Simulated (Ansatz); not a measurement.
# Si63Se (Se donor in Si, 64 sites): the cost of one run

Program: Ansatz 0.2.0. Level of theory: DFT PBE, scalar-relativistic, plane waves, PAW, and further levels as typed in the inputs. These are calculated values, not measurements.

**1. Starting point**

Symmetry: P-43m, No. 215, cubic system. Conventional cell: a = 10.862 Å, b = 10.862 Å, c = 10.862 Å, α = 90.00°, β = 90.00°, γ = 90.00°. Se (site symmetry -43m) has 4 Si at 2.35 Å as nearest neighbours. Si (site symmetry m) is surrounded by 4 Si at 2.35 Å. Si (site symmetry 3m) has 1 Se at 2.35 Å and 3 Si at 2.35 Å as nearest neighbours. Around Si (site symmetry -42m) lie 4 Si at 2.35 Å. Around Si (site symmetry 3m) lie 4 Si at 2.35 Å. Only part of the 10 independent sites is listed.

The input asks for a charge of +2 e on the cell.

As a file:

```xyz
64
Lattice="10.8620 0.0000 0.0000 0.0000 10.8620 0.0000 0.0000 0.0000 10.8620" Properties=species:S:1:pos:R:3 pbc="T T T"
Se    0.0000    0.0000    0.0000
Si    0.0000    2.7155    2.7155
Si    2.7155    0.0000    2.7155
Si    2.7155    2.7155    0.0000
Si    1.3578    1.3578    1.3578
Si    1.3578    4.0732    4.0732
Si    4.0732    1.3578    4.0732
Si    4.0732    4.0732    1.3578
Si    0.0000    0.0000    5.4310
Si    0.0000    2.7155    8.1465
Si    2.7155    0.0000    8.1465
Si    2.7155    2.7155    5.4310
Si    1.3578    1.3578    6.7888
Si    1.3578    4.0732    9.5043
Si    4.0732    1.3578    9.5043
Si    4.0732    4.0732    6.7888
Si    0.0000    5.4310    0.0000
Si    0.0000    8.1465    2.7155
Si    2.7155    5.4310    2.7155
Si    2.7155    8.1465    0.0000
Si    1.3578    6.7888    1.3578
Si    1.3578    9.5043    4.0732
Si    4.0732    6.7888    4.0732
Si    4.0732    9.5043    1.3578
Si    0.0000    5.4310    5.4310
Si    0.0000    8.1465    8.1465
Si    2.7155    5.4310    8.1465
Si    2.7155    8.1465    5.4310
Si    1.3578    6.7888    6.7888
Si    1.3578    9.5043    9.5043
Si    4.0732    6.7888    9.5043
Si    4.0732    9.5043    6.7888
Si    5.4310    0.0000    0.0000
Si    5.4310    2.7155    2.7155
Si    8.1465    0.0000    2.7155
Si    8.1465    2.7155    0.0000
Si    6.7888    1.3578    1.3578
Si    6.7888    4.0732    4.0732
Si    9.5043    1.3578    4.0732
Si    9.5043    4.0732    1.3578
Si    5.4310    0.0000    5.4310
Si    5.4310    2.7155    8.1465
Si    8.1465    0.0000    8.1465
Si    8.1465    2.7155    5.4310
Si    6.7888    1.3578    6.7888
Si    6.7888    4.0732    9.5043
Si    9.5043    1.3578    9.5043
Si    9.5043    4.0732    6.7888
Si    5.4310    5.4310    0.0000
Si    5.4310    8.1465    2.7155
Si    8.1465    5.4310    2.7155
Si    8.1465    8.1465    0.0000
Si    6.7888    6.7888    1.3578
Si    6.7888    9.5043    4.0732
Si    9.5043    6.7888    4.0732
Si    9.5043    9.5043    1.3578
Si    5.4310    5.4310    5.4310
Si    5.4310    8.1465    8.1465
Si    8.1465    5.4310    8.1465
Si    8.1465    8.1465    5.4310
Si    6.7888    6.7888    6.7888
Si    6.7888    9.5043    9.5043
Si    9.5043    6.7888    9.5043
Si    9.5043    9.5043    6.7888
```

**2. Relaxing the atoms: Si63Se defect cell, no spin, charge +2**

Input file input.yaml:

```yaml
crystal:
  lattice:
    - [10.862, 0.0, 0.0]
    - [0.0, 10.862, 0.0]
    - [0.0, 0.0, 10.862]
  atoms:
    - { symbol: Se, position: [0.0, 0.0, 0.0] }
    - { symbol: Si, position: [0.0, 0.25, 0.25] }
    - { symbol: Si, position: [0.25, 0.0, 0.25] }
    - { symbol: Si, position: [0.25, 0.25, 0.0] }
    - { symbol: Si, position: [0.125, 0.125, 0.125] }
    - { symbol: Si, position: [0.125, 0.375, 0.375] }
    - { symbol: Si, position: [0.375, 0.125, 0.375] }
    - { symbol: Si, position: [0.375, 0.375, 0.125] }
    - { symbol: Si, position: [0.0, 0.0, 0.5] }
    - { symbol: Si, position: [0.0, 0.25, 0.75] }
    - { symbol: Si, position: [0.25, 0.0, 0.75] }
    - { symbol: Si, position: [0.25, 0.25, 0.5] }
    - { symbol: Si, position: [0.125, 0.125, 0.625] }
    - { symbol: Si, position: [0.125, 0.375, 0.875] }
    - { symbol: Si, position: [0.375, 0.125, 0.875] }
    - { symbol: Si, position: [0.375, 0.375, 0.625] }
    - { symbol: Si, position: [0.0, 0.5, 0.0] }
    - { symbol: Si, position: [0.0, 0.75, 0.25] }
    - { symbol: Si, position: [0.25, 0.5, 0.25] }
    - { symbol: Si, position: [0.25, 0.75, 0.0] }
    - { symbol: Si, position: [0.125, 0.625, 0.125] }
    - { symbol: Si, position: [0.125, 0.875, 0.375] }
    - { symbol: Si, position: [0.375, 0.625, 0.375] }
    - { symbol: Si, position: [0.375, 0.875, 0.125] }
    - { symbol: Si, position: [0.0, 0.5, 0.5] }
    - { symbol: Si, position: [0.0, 0.75, 0.75] }
    - { symbol: Si, position: [0.25, 0.5, 0.75] }
    - { symbol: Si, position: [0.25, 0.75, 0.5] }
    - { symbol: Si, position: [0.125, 0.625, 0.625] }
    - { symbol: Si, position: [0.125, 0.875, 0.875] }
    - { symbol: Si, position: [0.375, 0.625, 0.875] }
    - { symbol: Si, position: [0.375, 0.875, 0.625] }
    - { symbol: Si, position: [0.5, 0.0, 0.0] }
    - { symbol: Si, position: [0.5, 0.25, 0.25] }
    - { symbol: Si, position: [0.75, 0.0, 0.25] }
    - { symbol: Si, position: [0.75, 0.25, 0.0] }
    - { symbol: Si, position: [0.625, 0.125, 0.125] }
    - { symbol: Si, position: [0.625, 0.375, 0.375] }
    - { symbol: Si, position: [0.875, 0.125, 0.375] }
    - { symbol: Si, position: [0.875, 0.375, 0.125] }
    - { symbol: Si, position: [0.5, 0.0, 0.5] }
    - { symbol: Si, position: [0.5, 0.25, 0.75] }
    - { symbol: Si, position: [0.75, 0.0, 0.75] }
    - { symbol: Si, position: [0.75, 0.25, 0.5] }
    - { symbol: Si, position: [0.625, 0.125, 0.625] }
    - { symbol: Si, position: [0.625, 0.375, 0.875] }
    - { symbol: Si, position: [0.875, 0.125, 0.875] }
    - { symbol: Si, position: [0.875, 0.375, 0.625] }
    - { symbol: Si, position: [0.5, 0.5, 0.0] }
    - { symbol: Si, position: [0.5, 0.75, 0.25] }
    - { symbol: Si, position: [0.75, 0.5, 0.25] }
    - { symbol: Si, position: [0.75, 0.75, 0.0] }
    - { symbol: Si, position: [0.625, 0.625, 0.125] }
    - { symbol: Si, position: [0.625, 0.875, 0.375] }
    - { symbol: Si, position: [0.875, 0.625, 0.375] }
    - { symbol: Si, position: [0.875, 0.875, 0.125] }
    - { symbol: Si, position: [0.5, 0.5, 0.5] }
    - { symbol: Si, position: [0.5, 0.75, 0.75] }
    - { symbol: Si, position: [0.75, 0.5, 0.75] }
    - { symbol: Si, position: [0.75, 0.75, 0.5] }
    - { symbol: Si, position: [0.625, 0.625, 0.625] }
    - { symbol: Si, position: [0.625, 0.875, 0.875] }
    - { symbol: Si, position: [0.875, 0.625, 0.875] }
    - { symbol: Si, position: [0.875, 0.875, 0.625] }
total_charge: 2
scf:
  occupations: { method: fixed }
output:
  forces: true
  stress: false
  eigenvalues: true
  efg: {}
  charged_corrections: { epsilon: 11.7 }
kpoints:
  mp_grid: { grid: [2, 2, 2], shift: [0.5, 0.5, 0.5] }
hamiltonian:
  xc: pbe
relax:
  f_tol: 0.01
  max_steps: 60
```

On the command line:

```sh
ansatz run input.yaml --threads 8 --pin off --max-ram 24576MiB --backend cpu --events-out ev --progress --plain --runs-dir out
```

**Question.** How long does this run take on 8 threads of Intel Xeon 6975P-C (Granite Rapids), shared host, and how much memory does it need?

About 13 s, with a peak of 1.8 GiB.
